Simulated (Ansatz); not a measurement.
An Ansatz input:

```yaml
crystal:
  lattice:
    - [1.7912279702, 0.0, 0.0]
    - [0.0, 1.7912279702, 0.0]
    - [0.0, 0.0, 1.7912279702]
  atoms:
    - { symbol: C, position: [0.0, 0.0, 0.0] }
hamiltonian:
  xc: pbe
  pseudopotentials:
    kind: paw
    azcp:
      C: "pseudopotentials/C.paw.azcp"
basis:
  ecutwfc: 420
  fft_grid_basis: typed
kpoints:
  mp_grid: { grid: [29, 29, 29], shift: [0, 0, 0] }
magnetization:
  spin_polarized: false
scf:
  occupations: { method: fermi_dirac, width: 0.1 }
output:
  stress: true
```

and its output:

```
Engine: ansatz 0.2.0, x86_64-unknown-linux-gnu
Pseudopotentials: kind: paw
Pseudopotential: C, paw, valence charge 4, recommended cutoff 420 eV (normal) 
Functional definition: PBE
  parameter kappa = 0.804
  parameter beta = 0.06672455060314922
  exchange = pbe_x(kappa = kappa, mu = beta*pi^2/3)
  correlation = pbe_c(beta = beta)
Crystal: 1 atoms, lattice volume = 5.747 Å³
Basis set: ecut = 420 eV, 93 PW (Γ)
Bands: 6, of which v1, the nominal top of the filled ones, is band 2 counted from 1 (1 counted from 0)
Symmetry: 48 space group operations
Space group: Pm-3m (ITA 221), of the structure as read, at distance tolerance 1.8e-5 Å
k-points: 680 of 24389
Non-local potential: C, projectors of the file, l = 0: 2, l = 1: 2, l = 2: 1
PAW form: soft (Blöchl's): semilocal exchange-correlation on the pseudo side does not see the compensation charge
PAW one-centre angular grid: C, 110 points (default); XC on 64 Gauss nodes
Initial density: superposition of atomic densities (neutral atoms: chi_scale 0, normalization atom), corrected by the library's trained network
Initial wavefunctions: pseudopotential atomic-orbital guess
Functional: x = pbe(κ = 0.804, μ = 0.2195149727645171), c = pbe(β = 0.06672455060314922)
SCF iter   1: F=—  HF=-248.176635 eV  |F-HF|=—  |Δ(HF+E_count)|=         —  Δρ=7.57e-3  dr2=1.13e-3  ethr=1.77e-3  ⟨swp⟩=5.0  Hψ=31921  notcnv=0
SCF iter   2: F=—  HF=-248.176688 eV  |F-HF|=—  |Δ(HF+E_count)|=   5.24e-5  Δρ=3.47e-3  dr2=1.99e-4  ethr=2.82e-5  ⟨swp⟩=1.0  Hψ=9520  notcnv=0
SCF iter   3: F=—  HF=-248.176796 eV  |F-HF|=—  |Δ(HF+E_count)|=   1.08e-4  Δρ=3.61e-4  dr2=1.61e-6  ethr=4.97e-6  ⟨swp⟩=1.7  Hψ=4747  notcnv=0
SCF iter   4: F=—  HF=-248.176798 eV  |F-HF|=—  |Δ(HF+E_count)|=   2.06e-6  Δρ=2.05e-5  dr2=7.78e-9  ethr=4.04e-8  ⟨swp⟩=2.0  Hψ=5279  notcnv=0
iter 5 did not close the SCF: its close was put off for the readings that it lacked (scf_convergence_deferred on its scf_iter line)
SCF iter   5: F=-248.176798 eV  HF=-248.176798 eV  |F-HF|=9.24e-12  |Δ(HF+E_count)|=  7.45e-10  Δρ=5.62e-7  dr2=5.43e-12  ethr=1.94e-10  ⟨swp⟩=2.0  Hψ=5326  notcnv=0
SCF iter   6: F=-248.176798 eV  HF=-248.176798 eV  |F-HF|=1.14e-13  |Δ(HF+E_count)|=  7.67e-12  Δρ=1.05e-7  dr2=4.29e-13  ethr=1.00e-12  ⟨swp⟩=1.0  Hψ=10123  notcnv=0
SCF 1 converged in 6 iterations: F = -248.176798 eV  dr2 = 4.29e-13
SCF converged after 6 iterations
Free energy (F): -248.176798 eV
Harris-Foulkes:  -248.176798 eV  (|F-HF|=1.14e-13)
Internal energy: -248.166466 eV  (E = F + TS)
E sigma→0 (E₀):  -248.171632 eV
Entropy (-TS):   -0.010332 eV (-10.332 meV/atom)
Fermi energy:    13.928606 eV
--- Per-component energies (eV) ---
  E_band       = 21.723164
  E_kinetic    = 86.251315
  E_local      = -38.955633  (includes V_loc(G=0)·N_el)
  E_nonlocal   = 26.796364
  E_hartree    = 6.057717
  E_xc         = -47.559680
  E_vxc        = -59.007017  (∫ρ·V_xc dr)
  E_paw        = -98.284737  (= ΣΔE_a)
  E_vpaw       = -5.477302  (= ΣTr[D̂ρ^β])
  E_aug_tail   = 0.000005  (compensation charges beyond the density's cutoff)
  E_ewald      = -182.471817
  E_smearing   = -0.010332  (= −TS)
  E_closure    = 0.000000  (closes the sum)
  Σ components = -248.176798   (vs F -248.176798, Δ=0.00e0)
--- Stress (GPa, compression-positive) ---
       -8.813004       0.000000       0.000000
        0.000000      -8.813004       0.000000
       -0.000000       0.000000      -8.813004
  P = ⅓ Tr σ = -8.8130 GPa (-88.130 kbar)
```
